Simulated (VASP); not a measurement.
## Mg: relaxation of cell and atoms with PBE

The system is Mg.

```
Mg
1.0
     3.20672    0.00000    0.00000
    -1.60336    2.77710    0.00000
     0.00000    0.00000    5.13046
Mg
2
Direct
  0.33333 0.66667 0.25000
  0.66667 0.33333 0.75000
```

```json
{
  "Program": "VASP 6.6.1",
  "Task": "relaxation of cell and atoms",
  "Functional": "PBE",
  "Potentials or basis": "VASP PAW PBE potentials, release 64 (Mg)",
  "Cutoff": "600 eV",
  "k mesh": "18 × 18 × 9",
  "Occupations": "methfessel-paxton, width 0.1 eV",
  "Spin": "no spin polarisation",
  "Further INCAR settings": "ALGO = Normal; EDIFF = 1e-07; IBRION = 2; EDIFFG = -0.005; NSW = 90; ISIF = 3"
}
```

```yaml
Relaxed_volume: 22.85 Å³/atom
Relaxed_cell: a = 3.207 Å, b = 3.207 Å, c = 5.132 Å, α = 90.00°, β = 90.00°, γ = 120.00°
Space_group_after_relaxing_to_0.05_Å: P6_3/mmc (No. 194)
Energy_gained_by_relaxing: 0.0 meV/atom
Ionic_steps: 2
Pressure_after_relaxing: 0.0 GPa
Band_gap_on_the_k_mesh: none (metal or under the smearing width)
```

Final structure:
```
Mg
1.0
     3.20687    0.00000    0.00000
    -1.60344    2.77723    0.00000
     0.00000    0.00000    5.13178
Mg
2
Cartesian
  0.0000 1.8515 1.2829
  1.6034 0.9257 3.8488
```

Levels at points of the mesh, in eV from the Fermi level:
| k point | band 1 | band 2 | band 3 | band 4 | band 5 | band 6 |
| --- | --- | --- | --- | --- | --- | --- |
| (0.00, 0.00, 0.00) | -6.95 | -1.61 | -1.10 | 10.82 | 10.82 | 10.91 |
| (0.50, 0.00, 0.00) | -2.18 | -2.18 | 2.69 | 3.06 | 3.40 | 3.77 |

Run time: 43 s on 1 thread of Intel(R) Xeon(R) Platinum 8488C (Sapphire Rapids), with other jobs on the host, peak memory 0.23 GiB.
